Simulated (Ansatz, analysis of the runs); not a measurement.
# A defect in a wire: Rh wire along [110], 4 atoms a period, Zn in place of one Rh, part 5 of 5

What does the defect do to the conductance?

Ansatz 0.2.0; DFT PBE, plane waves, PAW; relaxation of a wire's period (the session's first sound run).

So far, conductance of the lead as this run defines it (G₀): step 3 (the wire at its relaxed period) 6.44. Also conductance of the junction (G₀): step 5 (the open system) 2.90.

## Step 6: Conductance and thermopower from T(E)

This step: Landauer integrals over the computed T(E), interpolated linearly between its energies (analysis of the runs above).

Conductance and thermopower are moments of T(E) over the thermal window; sliding the window along E stands for a gate that leaves T(E) rigid.

This step gave:

```
conductance at 300 K, interpolated from T(E) : 2.924 G₀
thermopower at 300 K                         : 5.126 μV/K
Lorenz number over L0                        : 1.002
spin polarisation of the transmission        : -36.16 %
```

T(E) held rigid; rough near sharp steps of T(E). Table of conductance at 300 K by shift of the leads' level:

```
shift of the leads' level (eV)  conductance at 300 K (G₀)
                        -0.900                       4.37
                        -0.800                       4.55
                        -0.750                       4.51
                        -0.650                       4.87
                        -0.550                       5.11
                        -0.450                       4.70
                        -0.400                       4.40
                        -0.300                       3.86
                        -0.200                       3.89
                        -0.150                       3.52
                        -0.050                       2.98
                         0.050                       2.80
                         0.150                       3.27
                         0.200                       3.27
                         0.300                       3.09
                         0.400                       3.38
                         0.450                       3.42
                         0.550                       3.64
                         0.650                       3.82
                         0.750                       3.81
                         0.800                       3.65
                         0.900                       3.51
```

T(E) held rigid; rough near sharp steps of T(E). Table of thermopower at 300 K by shift of the leads' level:

```
shift of the leads' level (eV)  thermopower at 300 K (μV/K)
                        -0.900                        -2.12
                        -0.850                        -3.23
                        -0.800                        0.796
                        -0.700                        -5.76
                        -0.650                        -5.51
                        -0.600                        -3.55
                        -0.550                        0.184
                        -0.450                         8.98
                        -0.400                         11.4
                        -0.350                         9.97
                        -0.300                         1.92
                        -0.200                         8.12
                        -0.150                         17.2
                        -0.100                         13.0
                        -0.050                         2.99
                         0.050                        0.163
                         0.100                        -12.6
                         0.150                        -7.55
                         0.200                         3.79
                         0.300                        -4.26
                         0.350                        -7.30
                         0.400                        -1.52
                         0.450                        -4.71
                         0.550                        -2.52
                         0.600                        -3.53
                         0.650                        -3.28
                         0.700                        0.245
                         0.800                         6.06
                         0.850                         3.12
                         0.900                        -2.21
```

The two levels move by half the bias each and T(E) is held rigid. Current from the zero-bias T(E) against bias:

```
bias (V)  current from the zero-bias T(E) (μA)
   0.000                                     0
   0.100                                  22.5
   0.200                                  45.2
   0.300                                  70.1
   0.400                                  97.3
   0.500                                   125
   0.600                                   152
   0.700                                   180
   0.800                                   209
   0.900                                   240
   1.000                                   272
   1.100                                   306
   1.200                                   340
   1.300                                   374
   1.400                                   407
   1.500                                   440
   1.600                                   472
   1.700                                   503
   1.800                                   534
   1.900                                   565
```

By hand, Mott's formula: S = −(π²k²T/3e) d ln T/dE, and π²k²T/3e = 7.33 μV/K × eV at 300 K. The computed T is 5.64 at -0.070 eV and 5.16 at +0.070 eV (both spins added), so d ln T/dE ≈ -0.626 per eV and S ≈ 4.59 μV/K, against 5.13 from the integrals.

The thermopower is 5.13 μV/K. The Lorenz ratio is 1.00, where the Wiedemann-Franz law gives 1. Moving the level by up to 0.1 eV either way gives -13 to 13 μV/K.

## Step 7: The same system on other settings: output.transmission.temperature = 900.0

This step: DFT PBE, plane waves, PAW; channels and complex bands of a perfect wire; changed: output.transmission.temperature = 900.0 (Ansatz 0.2.0).

System of this step: Rh wire along [110], 4 atoms a period. The cell holds 4 atoms: 4 Rh. Its edges and angles: a = 8.715 Å, b = 10.862 Å, c = 2.515 Å, α = 90.0°, β = 90.0°, γ = 90.0°. Vacuum lies along a and b. The structure's axis is c.

The atoms of the run on the perfect lead are kept and the input is varied, to see whether the result depends on it.

File input.yaml:

```yaml
crystal:
  lattice:
    - [8.715, 0.0, 0.0]
    - [0.0, 10.862, 0.0]
    - [0.0, 0.0, 2.5147952622]
  atoms:
    - { symbol: Rh, position: [0.407171114, 0.421839195, 0.0], spin: 0.37 }
    - { symbol: Rh, position: [0.661322864, 0.356015852, 0.5], spin: 0.38 }
    - { symbol: Rh, position: [0.592828886, 0.578191044, 0.5], spin: 0.37 }
    - { symbol: Rh, position: [0.338677136, 0.644014387, 0.0], spin: 0.38 }
magnetization:
  spin_polarized: true
kpoints:
  mp_grid: { grid: [1, 1, 32] }
scf:
  occupations: { method: fermi_dirac, width: 0.05 }
hamiltonian:
  xc: pbe
output:
  transmission:
    e_range: [-1.26, 1.26]
    de: 0.035
    kmesh: [1, 1]
    reduced_basis: true
    leads: [[0, 0]]
    temperature: 900.0
basis:
  ecutwfc: "350 eV"
```

Launch:

```console
ansatz run input.yaml --threads 4 --pin off --max-ram 16384MiB --backend cpu --events-out ev --progress --plain --runs-dir out
```

Numbers of over 12 decimals in the logs are rounded to 6 here.

Output:

```text
[...]
Crystal: 4 atoms, lattice volume = 238.056 Å³
Basis set: ecut = 350 eV, 3553 PW (Γ)
Bands: 42, of which v1, the nominal top of the filled ones, is band 34 counted from 1 (33 counted from 0)
Symmetry: 4 space group operations
[...]
k-points: 17 of 32
[...]
Starting moments: Σ|m| = 1.5 μB on 4 of 4 sites
[...]
SCF iter   1: F=—  HF=-25606.746313 eV  |F-HF|=—  |Δ(HF+E_count)|=         —  Δρ=2.19e-2 (↑2.02e-2 ↓2.19e-2)  dr2=6.06e0  dr2_m=8.54e-2  M=1.596 μB ∫|m|=1.604 μB  β_m=0.30  ethr=3.10e-3  ⟨swp⟩=8.3  Hψ=6387  notcnv=0  defer=4
[...]
SCF iter  11: F=-25604.666473 eV  HF=-25604.666473 eV  |F-HF|=9.06e-10  |Δ(HF+E_count)|=   1.35e-8  Δρ=1.15e-6 (↑1.10e-6 ↓1.15e-6)  dr2=3.71e-9  dr2_m=1.05e-9  M=1.726 μB ∫|m|=1.785 μB  ethr=6.32e-11  ⟨swp⟩=5.6  Hψ=4818  notcnv=0
SCF 1 converged in 11 iterations: F = -25604.666473 eV  dr2 = 3.71e-9
[...]
transmission: 6 of 36 steps passed
transmission: 9 of 36 steps passed
[...]
transmission: 36 of 36 steps passed
SCF converged after 11 iterations
Magnetization: 1.7256 μB (34.8628 up, 33.1372 down)
Absolute magnetization: 1.7845 μB (∫|ρ↑−ρ↓|, with the PAW one-centre terms)
[...]
Per-site moments (μB) at R_I (Å): [(0.386663, 1.025473), (0.394407, 1.025473), (0.386663, 1.025473), (0.394407, 1.025473)]
Free energy (F): -25604.666473 eV
[...]
Internal energy: -25604.595239 eV  (E = F + TS)
E sigma→0 (E₀):  -25604.630856 eV
Entropy (-TS):   -0.071234 eV (-17.809 meV/atom)
Fermi energy:    1.618249 eV
[...]
--- Band table (eV; the first three rows and the last of 34) ---
  k-point 0 ↑: bands = [... 30 lower, 0.8442, 1.1508, 1.2692, 1.6669, 1.8246, 1.8484, 2.1511, 2.2793, ... 4 higher]
  k-point 1 ↑: bands = [... 30 lower, 0.7753, 1.1866, 1.2819, 1.6036, 1.7344, 1.9509, 2.1010, 2.2553, ... 4 higher]
  k-point 2 ↑: bands = [... 30 lower, 0.7026, 1.2336, 1.2626, 1.4325, 1.7026, 1.9627, 1.9976, 2.0257, ... 4 higher]
  k-point 16 ↓: bands = [... 30 lower, 1.6015, 1.6015, 1.7961, 1.7961, 2.9092, 2.9092, 5.5395, 5.5395, ... 4 higher]
--- Transmission ---
  basis      : 699 plane waves across, 3 finite elements along
  points     : 1, standing for a mesh of 1 x 1
[...]
crystal 0  : Rh4, at the sites [0, 0], period 2.5148 Å: whole cells are its period
[...]
filled         : 0.1 meV over the level at which it is neutral
    channels       : 5.000000e0 up, 9.000000e0 down
[...]
```

The job ended after 4.1 min (4 threads of Arm Neoverse V1, shared host; peak memory 1.3 GiB).

This step gave:

```yaml
energy_at_zero_smearing: -25604.6309 eV
total_moment: 1.726 μB
absolute_moment: 1.784 μB
conductance_of_the_lead_as_this_run_defines_it: 6.372 G₀
```

The open channels of the lead by energy, zero at the Fermi level:

```
energy (eV)  spin up  spin down
      -1.26        7          8
      -1.19        7          8
      -1.08        8         10
      -1.01        8          9
      -0.91        8          7
      -0.84       10          7
      -0.73        9          8
      -0.67        9          8
      -0.56        9         10
      -0.49        9         10
      -0.39        8          9
      -0.32        5          9
      -0.21        7          9
      -0.14        5         10
      -0.04        5          9
       0.00        5          9
       0.04        5          7
       0.14        6          5
       0.21        5          7
       0.32        8          5
       0.39        6          6
       0.49        6          6
       0.56        5          6
       0.67        6          6
       0.73        6          6
       0.84        5          5
       0.91        5          5
       1.01        5          6
       1.08        3          5
       1.19        4          5
       1.26        4          5
```

It took 4.1 min against 3.6 min for the run it varies, and the conductance is 6.37 G₀ against 6.44 G₀.

Side by side:

```
                                           quantity  this run  the run it varies  difference
conductance of the lead as this run defines it (G₀)    6.3723             6.4380     -0.0657
```

## Step 8: Results

```
conductance of the perfect wire                                  : 6.44 G₀
conductance, Zn in place of one Rh                               : 2.90 G₀
thermopower, Zn in place of one Rh                               : 5.13 μV/K
spin polarisation of T at the Fermi level, Zn in place of one Rh : -36.2 %
```

What this shows: Summed over the computed window, 56 % of the lead's open channels pass the defect; the conductance at 300 K is 2.90 G₀. With Zn in place of one Rh, 46 % of the conductance of that run's own lead (6.35 G₀) is left. Transport is coherent and elastic here: the atoms are frozen, so scattering by vibrations plays no part. In the perfect wire the moments were started parallel, and no opposed start was run. The free region is short: held atoms still bear up to 0.5 eV/Å after a relaxation. No search over magnetic orders was made; another may lie lower. In 1 run the program finds the step of the lead's Hamiltonian too large, so longer leads may change the transmission. One term of the program's error estimate for a conductance, of a junction or of the perfect wire, reaches 14 % in this session. A cutoff under the files' recommended one was taken to save time; its effect on T(E) was not tested here.

[Logs are printed without paths, hosts, clocks, repeated set-up lines and the standing remarks that a program may print on its own settings, such as how far it seeks lower states.]

[Hosts, paths, dates, database ids (printed as entryN), source tags and the programs' standing remarks are cut or masked in the printed files.]
